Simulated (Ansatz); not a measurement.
**TiTe2: equation of state with PBE**

TiTe2:

```
Te Ti
1.0
     3.77700    0.00000    0.00000
    -1.88850    3.27098    0.00000
     0.00000    0.00000    6.49800
Te Ti
2 1
Cartesian
  0.0000 2.1807 4.7903
  1.8885 1.0903 1.7077
  0.0000 0.0000 0.0000
```

```
Program             : Ansatz 0.2.0
Task                : equation of state
Functional          : PBE
Potentials or basis : all-electron LAPW, scalar-relativistic
Basis error allowed : 0.001 eV/atom
k mesh              : 8 × 8 × 4
Occupations         : fermi-dirac, width 0.05 eV
Spin                : no spin polarisation
```

The equilibrium volume is 27.14 Å³/atom, the bulk modulus at fixed shape and positions is 62 GPa and the pressure derivative of the bulk modulus is 4.2.

Energy against volume, from the lowest point:
```
volume (Å³/atom)  energy (meV/atom)
          25.154              31.87
          25.689              16.34
          26.225               6.19
          26.760               0.90
          27.295               0.00
          27.830               3.06
          28.365               9.71
```

All runs of the series together: 49 s on 2 threads of AMD EPYC 9R14 (Zen 4), on a shared host.

Caveat: the cell was scaled at fixed shape and fractional positions, which overstates the stiffness of a crystal with free parameters, most of all of layers and chains; this functional lacks dispersion, which binds the layers, so the pressure and a relaxed spacing across them are unreliable. Spin-orbit coupling is left out, which matters for the levels of Te.
